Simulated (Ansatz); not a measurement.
BaF$_{2}$:
```yaml
crystal:
  lattice:
    - [0.00000, 3.12321, 3.12321]
    - [3.12321, 0.00000, 3.12321]
    - [3.12321, 3.12321, 0.00000]
  atoms:
    - { symbol: Ba, position: [0.00000, 0.00000, 0.00000] }
    - { symbol: F, position: [0.25000, 0.25000, 0.25000] }
    - { symbol: F, position: [0.75000, 0.75000, 0.75000] }
```

Cartesian axes are those of the cell as given.

Question: Give the high-frequency dielectric tensor and the Born effective charge tensors of the independent atoms from DFPT, DFT-PBE in the program Ansatz with PAW potentials.

Answer: 
ε∞:
```
2.34  0.00  0.00
0.00  2.34  0.00
0.00  0.00  2.34
```
Z* of atom 1 (Ba), rows: field, columns: displacement, in e:
```
2.59  0.00  0.00
0.00  2.59  0.00
0.00  0.00  2.59
```
Z* of atom 2 (F), rows: field, columns: displacement, in e:
```
-1.29   0.00   0.00
 0.00  -1.29   0.00
 0.00   0.00  -1.29
```

Static charges for comparison (Bader): Ba1 +1.69, F2 -0.84 e. Born charges measure polarisation by displacement and can exceed these by far.

Space group Fm-3m (fluorite). Symmetry was held in the PBE relaxation. Spin–orbit coupling is left out wherever it is not named.

Potentials: the later of the program's two PAW sets.
